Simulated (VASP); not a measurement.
# Ag (P6_3/mmc) in VASP: single point with PBE

Aim: the single point of Ag with PBE.

Everything below comes from runs of VASP 6.6.1. Logs are shortened: lines on timing, memory, paths and dates and some standing lists are left out, and cuts for length are marked.

### 1 The crystal as given

Symmetry: P6_3/mmc, No. 194, hexagonal system. Conventional cell: a = 2.886 Å, b = 2.886 Å, c = 10.000 Å, α = 90.00°, β = 90.00°, γ = 120.00°. Around Ag (site symmetry -6m2) lie 12 Ag at 2.89 to 3.00 Å. Ag (site symmetry -3m) is surrounded by 12 Ag at 2.89 to 3.00 Å.

This isn't the form of Ag at room conditions, which is fcc.

### 2 Single point, PBE

File INCAR:

```
PREC = Accurate
ENCUT = 520
EDIFF = 1E-6
ISMEAR = -1
SIGMA = 0.05
LREAL = F
LASPH = T
NELM = 100
ALGO = Fast
ISIF = 2
LWAVE = F
LCHARG = T
GGA = PE
LELF = T
LVHAR = T
NBANDS = 30
```

File KPOINTS:

```
regular mesh
0
Gamma
  16 16 4
```

File POSCAR:

```
Ag
1.0
    2.8861989086      0.0000000000      0.0000000000
   -1.4430994543      2.4995215753      0.0000000000
    0.0000000000      0.0000000000     10.0000000000
Ag
4
Direct
    0.3333333333      0.6666666667      0.2500000000
    0.6666666667      0.3333333333      0.7500000000
    0.0000000000      0.0000000000      0.0000000000
    0.0000000000      0.0000000000      0.5000000000
```

Potentials or basis: VASP PAW PBE potentials, release 64 (Ag).

The run is started by

```
> cat potpaw_PBE.64/Ag/POTCAR > POTCAR
> mpirun -np 1 vasp_std > vasp.out
```

OUTCAR:

```text
PREC = Accurate
   ENCUT = 520
   EDIFF = 1E-6
   ISMEAR = -1
   LREAL = F
   LASPH = T
   NELM = 100
   ISIF = 2
   GGA = PE

 ion  position               nearest neighbor table
   1  0.333  0.667  0.250-   3 3.00   4 3.00   3 3.00   4 3.00   3 3.00   4 3.00
   2  0.667  0.333  0.750-   3 3.00   4 3.00   3 3.00   4 3.00   3 3.00   4 3.00
   3  0.000  0.000  0.000-   1 3.00   2 3.00   2 3.00   1 3.00   2 3.00   1 3.00
   4  0.000  0.000  0.500-   1 3.00   2 3.00   2 3.00   1 3.00   2 3.00   1 3.00

  LATTYP: Found a hexagonal cell.
 ALAT       =     2.8861989086
 C/A-ratio  =     3.4647646668

  Lattice vectors:

 A1 = (   2.8861989086,   0.0000000000,   0.0000000000)
 A2 = (  -1.4430994543,   2.4995215753,   0.0000000000)
 A3 = (   0.0000000000,   0.0000000000,  10.0000000000)

Analysis of symmetry for initial positions (statically):
=====================================================================
 Subroutine PRICEL returns:
 Original cell was already a primitive cell.

 Routine SETGRP: Setting up the symmetry group for a
 hexagonal supercell.

 Subroutine GETGRP returns: Found 24 space group operations
 (whereof 12 operations were pure point group operations)
 out of a pool of 24 trial point group operations.

The static configuration has the point symmetry D_3d.
 The point group associated with its full space group is D_6h.

Analysis of symmetry for dynamics (positions and initial velocities):
=====================================================================
 Subroutine PRICEL returns:
 Original cell was already a primitive cell.

 Routine SETGRP: Setting up the symmetry group for a
 hexagonal supercell.

 Subroutine GETGRP returns: Found 24 space group operations
 (whereof 12 operations were pure point group operations)
 out of a pool of 24 trial point group operations.

The dynamic configuration has the point symmetry D_3d.
 The point group associated with its full space group is D_6h.

 Subroutine INISYM returns: Found 24 space group operations
 (whereof 12 operations are pure point group operations),
 and found     1 'primitive' translations

----------------------------------------------------------------------------------------

                                     Primitive cell

  volume of cell :      72.1412

  direct lattice vectors                    reciprocal lattice vectors
     2.886198909  0.000000000  0.000000000     0.346476467  0.200038281  0.000000000
    -1.443099454  2.499521575  0.000000000     0.000000000  0.400076563  0.000000000
     0.000000000  0.000000000 10.000000000     0.000000000  0.000000000  0.100000000

  length of vectors
     2.886198909  2.886198909 10.000000000     0.400076563  0.400076563  0.100000000

  position of ions in fractional coordinates (direct lattice)
     0.333333333  0.666666667  0.250000000
     0.666666667  0.333333333  0.750000000
     0.000000000  0.000000000  0.000000000
     0.000000000  0.000000000  0.500000000

  ion indices of the primitive-cell ions
   primitive index   ion index
                 1           1
                 2           2
                 3           3
                 4           4

----------------------------------------------------------------------------------------

 KPOINTS: regular mesh

Automatic generation of k-mesh.
 Grid dimensions read from file:
 generate k-points for:   16   16    4

 Generating k-lattice:

  Cartesian coordinates                     Fractional coordinates (reciprocal lattice)
     0.021654779  0.012502393  0.000000000     0.062500000  0.000000000  0.000000000
     0.000000000  0.025004785  0.000000000     0.000000000  0.062500000  0.000000000
     0.000000000  0.000000000  0.025000000     0.000000000  0.000000000  0.250000000

  Length of vectors
     0.025004785  0.025004785  0.025000000

  Shift w.r.t. Gamma in fractional coordinates (k-lattice)
     0.000000000  0.000000000  0.000000000

 Subroutine IBZKPT returns following result:
 ===========================================

 Found     90 irreducible k-points:

 Following reciprocal coordinates:
            Coordinates               Weight
  0.000000  0.000000  0.000000      1.000000
  0.062500  0.000000  0.000000      6.000000
  0.125000  0.000000  0.000000      6.000000
  0.187500 -0.000000  0.000000      6.000000
  0.250000  0.000000  0.000000      6.000000
  0.312500  0.000000  0.000000      6.000000
[... 16 lines left out ...]
  0.187500  0.187500  0.000000      6.000000
  0.250000  0.187500  0.000000     12.000000
 [... further k-points ...]
   k-points           NKPTS =     90   k-points in BZ     NKDIM =     90   number of bands    NBANDS=     30
   number of dos      NEDOS =    301   number of ions     NIONS =      4
   total plane-waves  NPLWV =  46080
   dimension x,y,z NGX =    24 NGY =   24 NGZ =   80
   dimension x,y,z NGXF=    48 NGYF=   48 NGZF=  160
   ions per type =               4
   NGX,Y,Z   is equivalent  to a cutoff of  13.82, 13.82, 13.30 a.u.
   NGXF,Y,Z  is equivalent  to a cutoff of  27.65, 27.65, 26.60 a.u.
 SYSTEM =  unknown system
   PREC   = accura    normal or accurate (medium, high low for compatibility)
   ISTART =      0    job   : 0-new  1-cont  2-samecut
   ICHARG =      2    charge: 1-file 2-atom 10-const
   ISPIN  =      1    spin polarized calculation?
   LNONCOLLINEAR =      F non collinear calculations
   LSORBIT =      F    spin-orbit coupling
   LASPH  =      T    aspherical Exc in radial PAW
   ENCUT  =  520.0 eV  38.22 Ry    6.18 a.u.   5.37  5.37 18.59*2*pi/ulx,y,z
   NELM   =    100;   NELMIN=  2; NELMDL= -5     # of ELM steps
   EDIFF  = 0.1E-05   stopping-criterion for ELM
   LREAL  =      F    real-space projection
   EDIFFG = 0.1E-04   stopping-criterion for IOM
   NSW    =      0    number of steps for IOM
   IBRION =     -1    ionic relax: 0-MD 1-quasi-New 2-CG
   NFREE  =      0    steps in history (QN), initial steepest desc. (CG)
   ISIF   =      2    stress and relaxation
   ISYM   =      2    0-nonsym 1-usesym 2-fastsym
   POTIM  = 0.5000    time-step for ionic-motion
   TEBEG  =    0.0;   TEEND  =   0.0 temperature during run
   PSTRESS=    0.0 pullay stress
   NELECT =      44.0000    total number of electrons
   NUPDOWN=      -1.0000    fix difference up-down
   EMIN   =  10.00;   EMAX   =-10.00  energy-range for DOS
   EFERMI =   0.00;   METHOD = LEGACY
   ISMEAR =    -1;   SIGMA  =   0.05  broadening in eV -4-tet -1-fermi 0-gaus
   EFERMI_NEDOS =   21; number of points for ismear=-14 and -15
   IALGO  =     68    algorithm
   IMIX   =      4    mixing-type and parameters
     AMIX     =   0.40;   BMIX     =  1.00
     AMIX_MAG =   1.60;   BMIX_MAG =  1.00
  volume/ion in A,a.u.               =      18.04       121.71
  Fermi-wavevector in a.u.,A,eV,Ry     =   1.388347  2.623595 26.225328  1.927507
  Thomas-Fermi vector in A             =   2.512482
   LORBIT       =      0    0 simple, 1 ext, 2 COOP (PROOUT), +10 PAW based schemes
   GGA     = PE    functional components
   LHFCALC =     F    Hartree Fock is set to
   AEXX    =    0.0000 exact exchange contribution
   IVDW    =     0    specifies the selected vdW correction
   LEPSILON=     F    determine dielectric tensor
   LRPA    =     F    only Hartree local field effects (RPA)
 non-spin polarized calculation
 RMM-DIIS sequential band-by-band and
  energy-cutoff  :      520.00
  volume of cell :       72.14
 maximum number of plane-waves:      1993
 NGX is ok and might be reduce to    24
   NGX = 11   NGY = 11   NGZ = 37

 number of electron      43.9999999 magnetization

 Free energy of the ion-electron system (eV)
  ---------------------------------------------------
  ext. energy  EPLUGINS =         0.00000000
  ---------------------------------------------------
  free energy    TOTEN  =       -10.81599102 eV

  energy without entropy =      -10.80485669  energy(sigma->0) =      -10.81042385

 E-fermi :   7.6605     XC(G=0): -11.8738

 val. band max:        7.6215646909   @ k =   0.4375   0.0625   0.0000
 cond. band min:       7.6902562224   @ k =   0.3750   0.1250   0.5000
 fundamental gap:      0.0686915315
 Fermi energy:         7.6605033346

 k-point     1 :       0.0000    0.0000    0.0000
  band No.  band energies     occupation
      1       0.3082      2.00000
      2       1.4657      2.00000
      3       1.4672      2.00000
      4       1.5484      2.00000
      5       2.8372      2.00000
      6       3.0791      2.00000
[... 22 lines left out ...]
     29      23.4610      0.00000
     30      24.4419      0.00000

 k-point     2 :       0.0625    0.0000    0.0000
  band No.  band energies     occupation
      1       0.4180      2.00000
      2       1.5631      2.00000
      3       1.5637      2.00000
      4       1.6183      2.00000
      5       2.8572      2.00000
      6       3.0247      2.00000
[... 22 lines left out ...]
     29      23.3340      0.00000
     30      24.0274      0.00000

 k-point     3 :       0.1250    0.0000    0.0000
  band No.  band energies     occupation
      1       0.7348      2.00000
      2       1.7948      2.00000
      3       1.8275      2.00000
      4       1.8350      2.00000
      5       2.8167      2.00000
      6       2.8903      2.00000
[... 22 lines left out ...]
     29      22.8380      0.00000
     30      22.9054      0.00000

 k-point     4 :       0.1875   -0.0000    0.0000
  band No.  band energies     occupation
      1       1.2054      2.00000
      2       1.9800      2.00000
      3       2.1153      2.00000
      4       2.1564      2.00000
      5       2.6042      2.00000
      6       2.7031      2.00000
[... 616 lines left out ...]
     29      15.8749      0.00000
     30      16.7473      0.00000

 k-point    23 :       0.1875    0.1875    0.0000
  band No.  band energies     occupation
      1       2.1991      2.00000
      2       2.2601      2.00000
      3       2.3329      2.00000
      4       2.4579      2.00000
      5       2.4678      2.00000
      6       2.5034      2.00000
[... 22 lines left out ...]
     29      18.1686      0.00000
     30      18.2245      0.00000

 k-point    24 :       0.2500    0.1875    0.0000
  band No.  band energies     occupation
      1       2.1097      2.00000
      2       2.1355      2.00000
      3       2.2767      2.00000
      4       2.3812      2.00000
      5       2.4935      2.00000
      6       2.6403      2.00000
[... 22 lines left out ...]
     29      16.2717      0.00000
     30      17.5993      0.00000

 [... further k-points ...]

------------------------ aborting loop because EDIFF is reached ----------------------------------------

  FORCE on cell =-STRESS in cart. coord.  units (eV):
  Direction    XX          YY          ZZ          XY          YZ          ZX
  --------------------------------------------------------------------------------------
  -------------------------------------------------------------------------------------
  Total        0.6161680      0.6161680     -1.8251086      0.0000000      0.0000000      0.0000000
  in kB       13.6844251     13.6844251    -40.5336897      0.0000000      0.0000000      0.0000000
  external PRESSURE =      -4.3882798 kB  Pullay stress =       0.0000000 kB

 VOLUME and BASIS-vectors are now :
 -----------------------------------------------------------------------------
  energy-cutoff  :      520.00
  volume of cell :       72.14
      direct lattice vectors                 reciprocal lattice vectors
     2.886198909  0.000000000  0.000000000     0.346476467  0.200038281  0.000000000
    -1.443099454  2.499521575  0.000000000     0.000000000  0.400076563  0.000000000
     0.000000000  0.000000000 10.000000000     0.000000000  0.000000000  0.100000000

 POSITION                                       TOTAL-FORCE (eV/Angst)
 -----------------------------------------------------------------------------------
     -0.00000      1.66635      2.50000         0.000000      0.000000      0.000000
      1.44310      0.83317      7.50000        -0.000000     -0.000000      0.000000
      0.00000      0.00000      0.00000        -0.000000      0.000000     -0.000000
      0.00000      0.00000      5.00000         0.000000      0.000000     -0.000000
 -----------------------------------------------------------------------------------
    total drift:                               -0.000000      0.000000     -0.000000

  FREE ENERGIE OF THE ION-ELECTRON SYSTEM (eV)
  ---------------------------------------------------
  free  energy   TOTEN  =       -10.8159910171 eV

  energy  without entropy=      -10.8048566897  energy(sigma->0) =      -10.81042385
```

It took 2.2 min on 1 thread of Intel Xeon Platinum 8488C (Sapphire Rapids), shared host; peak memory 0.29 GiB.

What came out:

```yaml
Free_energy: -10.8160 eV
Pressure: -0.4 GPa
Band_gap_on_the_k_mesh: none (metal or under the smearing width)
```

Levels at points of the mesh, in eV from the Fermi level:
| k point | band 19 | band 20 | band 21 | band 22 | band 23 | band 24 | band 25 | band 26 |
| --- | --- | --- | --- | --- | --- | --- | --- | --- |
| (0.00, 0.00, 0.00) | -3.45 | -3.34 | -3.34 | -3.03 | -3.03 | -0.62 | 2.56 | 9.52 |
| (0.50, 0.00, 0.00) | -2.75 | -2.72 | 0.08 | 0.90 | 1.16 | 1.68 | 4.23 | 4.24 |
| (0.00, 0.00, 0.50) | -3.14 | -3.14 | -3.14 | -3.14 | -2.55 | -2.55 | 5.25 | 5.25 |
| (0.50, 0.00, 0.50) | -2.73 | -2.73 | 0.44 | 0.44 | 1.52 | 1.52 | 4.56 | 4.56 |
